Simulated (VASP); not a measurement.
# GaN in VASP: one cell, several levels of theory

What does VASP give for GaN (wurtzite), under -4.0 % equal strain in all directions, the cell held fixed? Runs: PBE, r2SCAN. The results are then set beside those of Ansatz 0.2.0 for the same cell.

Code: VASP 6.6.1. PAW datasets, plane waves. (Simulation; spin polarisation is off.)

### 1 The system as given

The cell comes from an earlier relaxation with r2SCAN in another program, then strained, with the atoms relaxed again.

The symmetry is P6_3mc (No. 186, hexagonal); a = 3.056 Å, c = 4.976 Å in the conventional setting, 10.06 Å³ an atom. Ga has 4 N at 1.87 Å; N has 4 Ga at 1.87 Å.

As a file:

```xyz
4
Lattice="3.0558 0.0000 0.0000 -1.5279 2.6464 0.0000 0.0000 0.0000 4.9763" Properties=species:S:1:pos:R:3 pbc="T T T"
Ga    0.0000    1.7643   -0.0036
Ga    1.5279    0.8821    2.4845
N     0.0000    1.7643    1.8697
N     1.5279    0.8821    4.3579
```

### 2 PBE at this geometry

File INCAR:

```
ENCUT = 520.000000
SIGMA = 0.020000
EDIFF = 1.00e-07
GGA = PE
PREC = Accurate
IBRION = -1
ISIF = 2
ISMEAR = -1
NBANDS = 26
NELM = 120
NSW = 0
LASPH = .TRUE.
LCHARG = .FALSE.
LWAVE = .FALSE.
LREAL = .FALSE.
```

File KPOINTS:

```
KPOINTS created by Atomic Simulation Environment
0
Gamma
12 12 6
0 0 0
```

File KPOINTS_OPT:

```
special points
6
Reciprocal
0.0000000000 0.0000000000 0.0000000000 1
0.5000000000 0.0000000000 0.0000000000 1
0.3333333333 0.3333333333 0.0000000000 1
0.0000000000 0.0000000000 0.5000000000 1
0.5000000000 0.0000000000 0.5000000000 1
0.3333333333 0.3333333333 0.5000000000 1
```

File POSCAR:

```
Ga N
 1.0000000000000000
     3.0558234010817764   -0.0000000000288674    0.0000000000000000
    -1.5279117005158882    2.6464206948302160    0.0000000000000000
     0.0000000000000000    0.0000000000000000    4.9762802200999996
 Ga  N
   2   2
Cartesian
  0.0000000000166667  1.7642804632105213 -0.0036375137309580
  1.5279117005492209  0.8821402315908270  2.4845025963190421
  0.0000000000166667  1.7642804632105213  1.8697425962684582
  1.5279117005492209  0.8821402315908270  4.3578827063184589
```

The run uses the recommended PBE PAW datasets (36 valence electrons a neutral cell).

The run is started by

```bash
mpirun -np 1 vasp_std
```

Printed to the terminal (iteration lines stand in OSZICAR):

```text
POSCAR found type information on POSCAR GaN
 POSCAR found :  2 types and       4 ions
 LDA part: xc-table for (Slater+PW92), standard interpolation
 POSCAR, INCAR and KPOINTS ok, starting setup
 FFT: planning ... GRIDC
 FFT: planning ... GRID_SOFT
 FFT: planning ... GRID
 WAVECAR not read
 entering main loop
 Start KPOINTS_OPT (optional k-point list driver)
k-point batch [1-6\6]
```

OSZICAR:

```text
N       E                     dE             d eps       ncg     rms          rms(c)
DAV:   1     0.277847355648E+03    0.27785E+03   -0.17684E+04  4472   0.268E+03
DAV:   2     0.572101438054E+01   -0.27213E+03   -0.25686E+03  4280   0.493E+02
DAV:   3    -0.270654758165E+02   -0.32786E+02   -0.32358E+02  4554   0.142E+02
DAV:   4    -0.281013019228E+02   -0.10358E+01   -0.10317E+01  4792   0.268E+01
DAV:   5    -0.281205733312E+02   -0.19271E-01   -0.19257E-01  4760   0.354E+00    0.117E+01
DAV:   6    -0.235319250503E+02    0.45886E+01   -0.98176E+00  6532   0.549E+01    0.312E+00
DAV:   7    -0.236475867286E+02   -0.11566E+00   -0.18634E+00  4200   0.969E+00    0.289E+00
DAV:   8    -0.236418542443E+02    0.57325E-02   -0.13129E-01  5520   0.646E+00    0.653E-01
DAV:   9    -0.236279216209E+02    0.13933E-01   -0.51370E-02  6258   0.442E+00    0.259E-01
DAV:  10    -0.236285748452E+02   -0.65322E-03   -0.42621E-03  4210   0.536E-01    0.824E-02
DAV:  11    -0.236285662370E+02    0.86082E-05   -0.49045E-04  6030   0.430E-01    0.167E-02
DAV:  12    -0.236285710423E+02   -0.48053E-05   -0.58344E-05  5782   0.101E-01    0.934E-03
DAV:  13    -0.236285720537E+02   -0.10114E-05   -0.75950E-06  5594   0.240E-02    0.137E-03
DAV:  14    -0.236285721836E+02   -0.12981E-06   -0.87504E-07  4720   0.640E-03    0.131E-03
DAV:  15    -0.236285721948E+02   -0.11280E-07   -0.46520E-08  2286   0.201E-03
   1 F= -.23628572E+02 E0= -.23628572E+02  d E =-.995305E-12
       N       E                     dE             ncg
DAV:   1     0.468965282559E+04   -0.57271E+04      360
DAV:   2     0.316182859383E+04   -0.15278E+04      336
DAV:   3     0.297264340948E+04   -0.18919E+03      374
DAV:   4     0.296761664087E+04   -0.50268E+01      360
DAV:   5     0.296753154617E+04   -0.85095E-01      368
DAV:   6     0.296752779087E+04   -0.37553E-02      418
DAV:   7     0.296752765737E+04   -0.13350E-03      416
DAV:   8     0.296752765498E+04   -0.23925E-05      410
DAV:   9     0.296752765497E+04   -0.11856E-07      274
```

The lines after F= are the extra pass for the points of KPOINTS_OPT, at fixed density; their E is not a total energy.

OUTCAR, selected sections:

```text
k-points           NKPTS =     76   k-points in BZ     NKDIM =     76   number of bands    NBANDS=     26

   NELECT =      36.0000    total number of electrons

   dimension x,y,z NGX =    24 NGY =   24 NGZ =   40
   dimension x,y,z NGXF=    48 NGYF=   48 NGZF=   80

  energy-cutoff  :      520.00
  volume of cell :       40.24
      direct lattice vectors                 reciprocal lattice vectors
     3.055823401 -0.000000000  0.000000000     0.327244042  0.188934435  0.000000000
    -1.527911701  2.646420695  0.000000000     0.000000000  0.377868871  0.000000000
     0.000000000  0.000000000  4.976280220     0.000000000  0.000000000  0.200953314

 k-points in reciprocal lattice and weights: KPOINTS created by Atomic Simulation Env
   0.00000000  0.00000000  0.00000000       0.001
   0.08333333  0.00000000  0.00000000       0.007
   0.16666667  0.00000000  0.00000000       0.007
   0.25000000  0.00000000  0.00000000       0.007
   0.33333333  0.00000000  0.00000000       0.007
   0.41666667  0.00000000  0.00000000       0.007
   0.50000000  0.00000000  0.00000000       0.003
   0.08333333  0.08333333  0.00000000       0.007
[... 68 more k-points ...]

 E-fermi :   7.2347

 k-point     1 :       0.0000    0.0000    0.0000
  band No.  band energies     occupation
      1     -10.3564      2.00000
      2      -9.0197      2.00000
      3      -6.8088      2.00000
      4      -6.7883      2.00000
      5      -6.7883      2.00000
      6      -6.6978      2.00000
      7      -6.6978      2.00000
      8      -6.4111      2.00000
      9      -6.4111      2.00000
     10      -6.2710      2.00000
     11      -6.2710      2.00000
     12      -5.0339      2.00000
     13      -1.1549      2.00000
     14       5.5977      2.00000
     15       5.5977      2.00000
     16       6.7431      2.00000
     17       6.8022      2.00000
     18       6.8022      2.00000
     19       9.5648      0.00000
     20      11.9045      0.00000
     21      16.7261      0.00000
     22      17.4339      0.00000
     23      17.4339      0.00000
     24      18.3759      0.00000
     25      19.4727      0.00000
     26      19.4727      0.00000

 k-point     2 :       0.0833    0.0000    0.0000
  band No.  band energies     occupation
      1     -10.2707      2.00000
      2      -8.9922      2.00000
      3      -6.8022      2.00000
      4      -6.7739      2.00000
      5      -6.7685      2.00000
      6      -6.6883      2.00000
      7      -6.6782      2.00000
      8      -6.4202      2.00000
      9      -6.4126      2.00000
     10      -6.2916      2.00000
     11      -6.2686      2.00000
     12      -4.9774      2.00000
     13      -1.0409      2.00000
     14       5.0465      2.00000
     15       5.4258      2.00000
     16       6.2291      2.00000
     17       6.6634      2.00000
     18       6.7302      2.00000
     19      10.0703      0.00000
     20      12.3533      0.00000
     21      16.4814      0.00000
     22      16.8984      0.00000
     23      17.6503      0.00000
     24      18.5148      0.00000
     25      19.0950      0.00000
     26      19.6535      0.00000

 k-point     3 :       0.1667    0.0000    0.0000
  band No.  band energies     occupation
      1     -10.0314      2.00000
      2      -8.9228      2.00000
      3      -6.7715      2.00000
      4      -6.7387      2.00000
      5      -6.7170      2.00000
      6      -6.6495      2.00000
      7      -6.6240      2.00000
      8      -6.4449      2.00000
      9      -6.4104      2.00000
     10      -6.3346      2.00000
     11      -6.2627      2.00000
     12      -4.8229      2.00000
     13      -0.7079      2.00000
     14       3.7660      2.00000
     15       4.9978      2.00000
     16       5.0998      2.00000
     17       6.4096      2.00000
     18       6.5202      2.00000
     19      10.9849      0.00000
     20      13.2099      0.00000
     21      15.5289      0.00000
     22      16.3529      0.00000
     23      18.1182      0.00000
     24      18.1257      0.00000
     25      19.1233      0.00000
     26      20.0475      0.00000

 k-point     4 :       0.2500    0.0000    0.0000
  band No.  band energies     occupation
      1      -9.6961      2.00000
      2      -8.8431      2.00000
      3      -6.7363      2.00000
      4      -6.7033      2.00000
      5      -6.6416      2.00000
      6      -6.5495      2.00000
      7      -6.5361      2.00000
      8      -6.4709      2.00000
      9      -6.3903      2.00000
     10      -6.3549      2.00000
     11      -6.2553      2.00000
     12      -4.6052      2.00000
     13      -0.1973      2.00000
     14       2.3079      2.00000
     15       3.8489      2.00000
     16       4.4800      2.00000
     17       5.9582      2.00000
     18       6.2229      2.00000
     19      11.8067      0.00000
     20      13.5071      0.00000
     21      14.6499      0.00000
     22      16.0378      0.00000
     23      17.8739      0.00000
     24      18.3539      0.00000
     25      18.9331      0.00000
     26      20.5677      0.00000

 k-point     5 :       0.3333    0.0000    0.0000
  band No.  band energies     occupation
      1      -9.3615      2.00000
      2      -8.7824      2.00000
      3      -6.7239      2.00000
      4      -6.6850      2.00000
      5      -6.5880      2.00000
      6      -6.4796      2.00000
      7      -6.4766      2.00000
      8      -6.4349      2.00000
      9      -6.3476      2.00000
     10      -6.2465      2.00000
     11      -6.1388      2.00000
     12      -4.4048      2.00000
     13       0.2603      2.00000
     14       1.1974      2.00000
     15       2.6566      2.00000
     16       4.0128      2.00000
     17       5.3130      2.00000
     18       5.9265      2.00000
     19      12.2416      0.00000
     20      13.3004      0.00000
     21      13.8501      0.00000
     22      16.1227      0.00000
     23      18.0178      0.00000
     24      18.1754      0.00000
     25      19.0867      0.00000
     26      21.2891      0.00000

 k-point     6 :       0.4167    0.0000    0.0000
  band No.  band energies     occupation
      1      -9.1273      2.00000
      2      -8.7524      2.00000
      3      -6.7303      2.00000
      4      -6.6810      2.00000
      5      -6.5566      2.00000
      6      -6.4887      2.00000
      7      -6.4266      2.00000
      8      -6.4061      2.00000
      9      -6.3025      2.00000
     10      -6.2374      2.00000
     11      -5.6113      2.00000
     12      -4.4183      2.00000
     13      -0.1030      2.00000
     14       1.2243      2.00000
     15       1.8835      2.00000
     16       3.6937      2.00000
     17       4.5924      2.00000
     18       5.7129      2.00000
     19      12.2474      0.00000
     20      13.1076      0.00000
     21      13.4134      0.00000
     22      16.3362      0.00000
     23      17.9480      0.00000
     24      18.0252      0.00000
     25      19.7254      0.00000
     26      21.4182      0.00000

 k-point     7 :       0.5000    0.0000    0.0000
  band No.  band energies     occupation
      1      -9.0449      2.00000
      2      -8.7457      2.00000
      3      -6.7355      2.00000
      4      -6.6811      2.00000
      5      -6.5438      2.00000
      6      -6.4953      2.00000
      7      -6.4096      2.00000
      8      -6.3930      2.00000
      9      -6.2833      2.00000
     10      -6.2331      2.00000
     11      -5.1522      2.00000
     12      -4.6682      2.00000
     13      -0.2966      2.00000
     14       1.0313      2.00000
     15       1.9945      2.00000
     16       3.5808      2.00000
     17       4.2015      2.00000
     18       5.6355      2.00000
     19      12.2109      0.00000
     20      12.9148      0.00000
     21      13.3906      0.00000
     22      16.4719      0.00000
     23      17.8584      0.00000
     24      18.0182      0.00000
     25      19.9780      0.00000
     26      21.4542      0.00000

 k-point     8 :       0.0833    0.0833    0.0000
  band No.  band energies     occupation
      1     -10.1080      2.00000
      2      -8.9438      2.00000
      3      -6.7807      2.00000
      4      -6.7508      2.00000
      5      -6.7331      2.00000
      6      -6.6704      2.00000
      7      -6.6358      2.00000
      8      -6.4350      2.00000
      9      -6.4143      2.00000
     10      -6.3231      2.00000
     11      -6.2644      2.00000
     12      -4.8720      2.00000
     13      -0.8172      2.00000
     14       4.2377      2.00000
     15       4.8927      2.00000
     16       5.6035      2.00000
     17       6.4990      2.00000
     18       6.5248      2.00000
     19      10.7522      0.00000
     20      13.0418      0.00000
     21      16.0553      0.00000
     22      16.1110      0.00000
     23      18.1398      0.00000
     24      18.5574      0.00000
     25      18.5581      0.00000
     26      19.9389      0.00000

[... the tables of k-points 9 to 76 left out ...]

  Total        9.4032040      9.4032040      9.4976145      0.0000000      0.0000000     -0.0000000
  in kB      374.3643417    374.3643417    378.1230522      0.0000000      0.0000000     -0.0000000
  external PRESSURE =     375.6172452 kB  Pullay stress =       0.0000000 kB

 POSITION                                       TOTAL-FORCE (eV/Angst)
 -----------------------------------------------------------------------------------
      0.00000      1.76428      4.97264        -0.000000     -0.000000      0.007239
      1.52791      0.88214      2.48450         0.000000      0.000000      0.007239
      0.00000      1.76428      1.86974         0.000000      0.000000     -0.007239
      1.52791      0.88214      4.35788        -0.000000     -0.000000     -0.007239
 -----------------------------------------------------------------------------------
    total drift:                               -0.000000     -0.000000      0.000087

  FREE ENERGIE OF THE ION-ELECTRON SYSTEM (eV)
  ---------------------------------------------------
  free  energy   TOTEN  =       -23.6285721948 eV

  energy  without entropy=      -23.6285721948  energy(sigma->0) =      -23.62857219
```

Hardware: 1 MPI rank of Intel Xeon Platinum 8488C, shared host.

The levels at the points of KPOINTS_OPT are read from vasprun.xml.

Band energies at the special points (eV, zero at the top of v, the last band that the electrons fill by count):

| point | v−1 | v | c | c+1 |
| --- | --- | --- | --- | --- |
| Γ | 0.00 | 0.00 | 2.76 | 5.10 |
| M | -2.60 | -1.17 | 5.41 | 6.11 |
| K | -3.46 | -3.17 | 5.09 | 8.93 |
| A | -0.62 | -0.62 | 5.07 | 5.07 |
| L | -2.18 | -2.18 | 4.78 | 4.78 |
| H | -1.74 | -1.74 | 7.18 | 7.18 |

Gap with PBE: 2.76 eV, direct (Γ). The pressure is 37.56 GPa; the forces vanish within 0.01 eV/Å.

(Part 1 of 2 ends here.)
